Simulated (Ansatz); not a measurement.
Runs of Ansatz 0.2.0 on ZnCu. Symmetry: Pm-3m, No. 221, cubic system. Conventional cell: a = 2.945 Å, b = 2.945 Å, c = 2.945 Å, α = 90.00°, β = 90.00°, γ = 90.00°. Zn (site symmetry m-3m) has 8 Cu at 2.55 Å as nearest neighbours. Cu (site symmetry m-3m) has 8 Zn at 2.55 Å as nearest neighbours. 

```csv
task,level,potentials or basis,spin,cutoff (eV),smearing,driver,points for each segment of the path,gap on the mesh (eV),pressure (GPa)
electron localisation function,BLYP,JTH PAW,"non-collinear, ferromagnetic start",1350,gaussian 0.01 eV,chain,-,none,9.7
band structure,PBE,PseudoDojo standard (PBE files),off,1252,fermi-dirac 0.05 eV,-,14,none,2.4
band structure,PBE,Ansatz PAW earlier set,off,700,fermi-dirac 0.05 eV,-,14,none,2.5
band structure,PBE,JTH PAW,off,1350,fermi-dirac 0.05 eV,-,14,none,2.4
band structure,PBE,PseudoDojo stringent (PBE files),off,1415,fermi-dirac 0.05 eV,-,14,none,2.4
single point,PBE,Ansatz PAW soft_1,off,420,fermi-dirac 0.05 eV,-,-,none,2.5
band structure,PBE,SPMS NC,off,952,fermi-dirac 0.05 eV,-,14,none,(a)
band structure,PBE,Ansatz NC,off,1252,fermi-dirac 0.05 eV,-,14,none,2.5
band structure,PBE,Ansatz PAW earlier set,off,1050,fermi-dirac 0.05 eV,-,14,none,2.5
```

Alike in all rows: cell as given; k mesh 9 × 9 × 9.

Question: Estimate the missing entries.

Answer: (a) 2.8.

Caveats: the potentials were made for another functional, which shifts forces and pressure (some runs).

A k mesh can miss the band edges.

A gap of «none» marks a metal or a gap under the smearing width.

Not every run made on this cell is shown here.
